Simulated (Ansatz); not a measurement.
# FeO (P4_2/mmc) in Ansatz: settings compared, part 2 of 2

Ansatz 0.2.0.

**3. Band structure, LDA, collinear spin, ferromagnetic start**

input.yaml

```yaml
crystal:
  lattice:
    - [3.0458920022, 0.0, 0.0]
    - [0.0, 3.0458920022, 0.0]
    - [0.0, 0.0, 5.464211507]
  atoms:
    - { symbol: Fe, position: [0.5, 0.0, 0.5], spin: 3.0 }
    - { symbol: Fe, position: [0.0, 0.5, 0.0], spin: 3.0 }
    - { symbol: O, position: [0.5, 0.5, 0.25] }
    - { symbol: O, position: [0.5, 0.5, 0.75] }
hamiltonian:
  xc: lda
  pseudopotentials: { kind: paw }
magnetization:
  spin_polarized: true
kpoints:
  mp_grid: { grid: [9, 9, 5] }
  band_path:
    path:
      - [[0.0, 0.0, 0.0], [0.0, 0.5, 0.0], [0.5, 0.5, 0.0], [0.0, 0.0, 0.0], [0.0, 0.0, 0.5], [0.0, 0.5, 0.5], [0.5, 0.5, 0.5], [0.0, 0.0, 0.5]]
      - [[0.0, 0.5, 0.0], [0.0, 0.5, 0.5]]
      - [[0.5, 0.5, 0.0], [0.5, 0.5, 0.5]]
    npoints: 14
scf:
  occupations: { method: fermi_dirac, width: 0.05 }
  n_extra_bands: 10
output:
  forces: true
  stress: true
  eigenvalues: true
  fatbands: true
```

Potentials or basis: Ansatz PAW.

On the command line:

```bash
> ansatz run input.yaml --threads 2 --pin off --max-ram 5632MiB --backend cpu --events-out ev --progress --plain --runs-dir out
```

The log of the run:

```text
Warning: RAYON_NUM_THREADS=2 ignored (pool sized by the plan → 2); use --threads N
scf.n_extra_bands = 10 over 22 filled bands (N_el = 44.0): the run solves 32 bands
Engine: ansatz 0.2.0, x86_64-unknown-linux-gnu
Pseudopotentials: kind: paw
Pseudopotential: Fe, paw, valence charge 16, recommended cutoff 420 eV (normal), Fe.paw.azcp
Pseudopotential: O, paw, valence charge 6, recommended cutoff 420 eV (normal), O.paw.azcp
Functional definition: SPW92
  exchange = slater_x
  correlation = pw_c
Crystal: 4 atoms, lattice volume = 50.694 Å³
Basis set: ecut = 420 eV, 987 PW (Γ)
Bands: 32, of which v1, the nominal top of the filled ones, is band 22 counted from 1 (21 counted from 0)
Symmetry: 16 space group operations
Space group: P42/mmc (ITA 131), of the structure as read, at distance tolerance 3.7e-5 Å
Magnetic group: BNS 131.435 (UNI 1095), of the structure as read, at distance tolerance 3.7e-5 Å
k-points: 45 of 405
Non-local potential: Fe, projectors of the file, l = 0: 3, l = 1: 2, l = 2: 3, l = 3: 1
Non-local potential: O, projectors of the file, l = 0: 2, l = 1: 2, l = 2: 1
PAW form: soft (Blöchl's): semilocal exchange-correlation on the pseudo side does not see the compensation charge
PAW frozen core: Fe, regenerated for the run's functional, and the local potential with it (the file was generated under x = pbe(κ = 0.804, μ = 0.2195149727645171), c = pbe(β = 0.06672455060314922))
PAW frozen core: O, regenerated for the run's functional, and the local potential with it (the file was generated under x = pbe(κ = 0.804, μ = 0.2195149727645171), c = pbe(β = 0.06672455060314922))
PAW one-centre angular grid: Fe, 590 points (default); XC on 64 Gauss nodes
PAW one-centre angular grid: O, 110 points (default); XC on 64 Gauss nodes
Initial density: superposition of atomic densities (chi_scale 0.1, normalization cell, long waves kept (reshape's long-wave potential 0.00 eV rms))
Starting moments: Σ|m| = 6 μB on 2 of 4 sites
[... 22 lines left out ...]
NSCF: frozen V_eff on 129 k-points
SCF converged after 13 iterations
Magnetization: 6.5882 μB (25.2941 up, 18.7059 down)
Absolute magnetization: 6.6483 μB (∫|ρ↑−ρ↓|, with the PAW one-centre terms)
Spin contamination: 0.0744 ħ² per cell (⟨S²⟩ above its minimum at these occupations)
Per-site moments (μB) at R_I (Å): [(2.8938216312890352, 0.8439093708699928), (2.8938216312890366, 0.843909370869993), (0.12530107874887347, 0.843909370869993), (0.12530107874887336, 0.8439093708699928)]
Free energy (F): -9947.782758 eV
Harris-Foulkes:  -9947.782758 eV  (|F-HF|=6.58e-10)
Internal energy: -9947.727819 eV  (E = F + TS)
E sigma→0 (E₀):  -9947.755289 eV
Entropy (-TS):   -0.054939 eV (-13.735 meV/atom)
Fermi energy:    9.796292 eV
--- Per-component energies (eV) ---
  E_band       = -716.935653
  E_kinetic    = 1023.166092
  E_local      = -6114.085952  (includes V_loc(G=0)·N_el)
  E_nonlocal   = 560.206148
  E_hartree    = 2482.449901
  E_xc         = -368.862006
  E_vxc        = -476.038579  (∫ρ·V_xc dr)
  E_paw        = -2908.824771  (= ΣΔE_a)
  E_vpaw       = -675.089019  (= ΣTr[D̂ρ^β])
  E_aug_tail   = 0.005973  (compensation charges beyond the density's cutoff)
  E_ewald      = -4622.780117
  E_core_change = 0.996914  (= ΣΔE_core)
  E_smearing   = -0.054939  (= −TS)
  E_closure    = -0.000000  (closes the sum)
  Σ components = -9947.782758   (vs F -9947.782758, Δ=0.00e0)
--- Forces (eV/Å), atoms counted from 1 ---
  atom   1  Fe     0.00000000    -0.00000000    -0.00000000
  atom   2  Fe     0.00000000     0.00000000     0.00000000
  atom   3  O     -0.00000000     0.00000000    -0.00000000
  atom   4  O      0.00000000     0.00000000     0.00000000
  max |Σ_I F_I| component: 3.47e-18 eV/Å
--- Stress (GPa, compression-positive) ---
      -23.432603       0.000000       0.000000
        0.000000     -23.432603       0.000000
        0.000000       0.000000     -30.174436
  P = ⅓ Tr σ = -25.6799 GPa (-256.799 kbar)
--- Band table (eV; the first three rows and the last of 90) ---
  k-point 0 ↑: bands = ["-78.7989", "-78.7979", "-45.3800", "-45.3800", "-45.2950", "-45.2800", "-44.9451", "-44.9451", "-9.6750", "-8.6430", "1.7125", "4.0581", "4.0581", "5.7389", "6.0317", "6.0317", "6.2748", "6.5040", "6.5792", "7.1734", "7.1734", "7.2242", "7.3174", "7.6541", "10.1346", "10.1346", "10.5131", "14.5218", "16.0488", "22.1643", "23.1325", "23.1325"]
  k-point 1 ↑: bands = ["-78.7988", "-78.7980", "-45.3800", "-45.3800", "-45.2936", "-45.2814", "-44.9451", "-44.9451", "-9.5894", "-8.7577", "2.0324", "4.0820", "4.0820", "5.3966", "5.8417", "5.8417", "5.9575", "6.2739", "6.9868", "7.2331", "7.3085", "7.4596", "7.4596", "7.5419", "9.9878", "9.9878", "10.9697", "13.8581", "17.0312", "22.2391", "22.6412", "23.2730"]
  k-point 2 ↑: bands = ["-78.7986", "-78.7982", "-45.3800", "-45.3800", "-45.2898", "-45.2852", "-44.9451", "-44.9451", "-9.3544", "-9.0387", "2.9081", "4.1245", "4.1245", "4.1356", "5.6120", "5.6120", "6.0861", "6.2305", "7.1436", "7.2562", "7.2850", "7.3126", "7.8926", "7.8926", "9.6982", "9.6982", "11.9112", "12.9000", "18.8185", "20.8522", "22.4788", "22.9047"]
  k-point 44 ↓: bands = ["-75.3627", "-75.3627", "-41.9938", "-41.9908", "-41.9039", "-41.9037", "-41.7767", "-41.7753", "-8.3859", "-8.3134", "4.1936", "4.2519", "4.5179", "4.7066", "4.8726", "5.0588", "9.0586", "9.4047", "9.8882", "9.8909", "10.3322", "10.3557", "10.9373", "10.9648", "11.4730", "11.9171", "13.4525", "14.5352", "20.2251", "20.3223", "20.4677", "20.6144"]
```

bands.tsv:

```text
[... 151 lines left out ...]
```

It took 26 s on 2 threads of Intel Xeon at 2.50GHz (Skylake/Cascade Lake), shared host; peak memory 0.46 GiB.

What came out:

| Quantity | Value |
| --- | --- |
| Free energy | -9947.7828 eV |
| Pressure | -25.7 GPa |
| Band gap on the k mesh | none (metal or under the smearing width) |
| Net moment | 6.59 μB per cell |
| Absolute moment | 6.65 μB per cell |
| Site moments | Fe +2.89; O +0.13 μB |

Stress tensor (GPa, compression positive):
```
-23.43   0.00   0.00
  0.00 -23.43   0.00
  0.00   0.00 -30.17
```

Levels at the corners of the path, in eV from the Fermi level:
Spin up:
| point | band 21 | band 22 | band 23 | band 24 | band 25 | band 26 | band 27 | band 28 | band 29 | band 30 |
| --- | --- | --- | --- | --- | --- | --- | --- | --- | --- | --- |
| Γ | -2.62 | -2.57 | -2.48 | -2.14 | 0.34 | 0.34 | 0.72 | 4.73 | 6.25 | 12.37 |
| X | -2.41 | -2.16 | -1.80 | -1.55 | -0.12 | 0.11 | 2.94 | 5.02 | 5.18 | 9.28 |
| M | -2.51 | -2.51 | -1.73 | -1.13 | -1.13 | 0.78 | 1.62 | 6.16 | 9.28 | 9.28 |
| Γ | -2.62 | -2.57 | -2.48 | -2.14 | 0.34 | 0.34 | 0.72 | 4.73 | 6.25 | 12.37 |
| Z | -2.53 | -2.53 | -1.82 | -1.82 | -0.16 | -0.16 | 2.61 | 2.61 | 10.03 | 10.03 |
| R | -2.61 | -2.59 | -2.16 | -1.80 | -0.30 | 0.36 | 3.28 | 5.12 | 6.62 | 7.65 |
| A | -2.22 | -2.22 | -1.32 | -1.32 | -0.67 | -0.67 | 3.37 | 3.37 | 9.77 | 9.77 |
| Z | -2.53 | -2.53 | -1.82 | -1.82 | -0.16 | -0.16 | 2.61 | 2.61 | 10.03 | 10.03 |
| X | -2.41 | -2.16 | -1.80 | -1.55 | -0.12 | 0.11 | 2.94 | 5.02 | 5.18 | 9.28 |
| R | -2.61 | -2.59 | -2.16 | -1.80 | -0.30 | 0.36 | 3.28 | 5.12 | 6.62 | 7.65 |
| M | -2.51 | -2.51 | -1.73 | -1.13 | -1.13 | 0.78 | 1.62 | 6.16 | 9.28 | 9.28 |
| A | -2.22 | -2.22 | -1.32 | -1.32 | -0.67 | -0.67 | 3.37 | 3.37 | 9.77 | 9.77 |
Spin down:
```
point  band 17  band 18  band 19  band 20  band 21  band 22
    Γ    -2.38    -1.40    -0.65     0.43     0.43     0.44
    X    -1.19    -0.05     0.03     0.38     0.47     0.60
    M    -1.10    -0.30    -0.30     0.37     0.57     0.57
    Γ    -2.38    -1.40    -0.65     0.43     0.43     0.44
    Z    -1.80    -1.80    -0.03    -0.03     0.51     0.51
    R    -1.22    -0.15    -0.07     0.09     0.39     0.48
    A    -0.61    -0.61     0.15     0.15     0.56     0.56
    Z    -1.80    -1.80    -0.03    -0.03     0.51     0.51
    X    -1.19    -0.05     0.03     0.38     0.47     0.60
    R    -1.22    -0.15    -0.07     0.09     0.39     0.48
    M    -1.10    -0.30    -0.30     0.37     0.57     0.57
    A    -0.61    -0.61     0.15     0.15     0.56     0.56
```

Caveat: the magnetic or orbital state may not be the lowest; the pressure holds a Pulay correction of +0.7 GPa for the finite cutoff; semilocal functionals often make such compounds metallic where correlation or magnetic order opens a gap, which also shifts bond lengths; only a ferromagnetic start was run, and an antiferromagnetic order may lie lower in energy; the PAW data sets come from PBE, with cores solved anew for the run's functional, which leaves a small shift of forces and pressure. With open d or f shells a metallic result of LDA can be an artefact of self-interaction; +U or a hybrid may open a gap.
